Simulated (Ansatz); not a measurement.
The system is Li.

```
Li
1.0
    -1.75465    1.75465    1.75465
     1.75465   -1.75465    1.75465
     1.75465    1.75465   -1.75465
Li
1
Direct
  0.00000 0.00000 0.00000
```

Base run:

```yaml
Program: Ansatz 0.2.0
Functional: SVWN5
Potentials_or_basis: Ansatz PAW
Cutoff: "420 eV (not typed: the program's choice for these potentials)"
k_mesh: 11 × 11 × 11
Occupations: fermi-dirac, width 0.05 eV
Spin: no spin polarisation
```

Its results: band gap on the k mesh none (metal or under the smearing width); pressure -1.6 GPa.

Task: The run is repeated on the same cell with these changes: functional from SVWN5 to rPW86-PBE. What comes out?

Result: Band gap on the k mesh none (metal or under the smearing width); pressure -1.0 GPa.

Caveats: the potentials were made for another functional, which shifts forces and pressure (some runs).
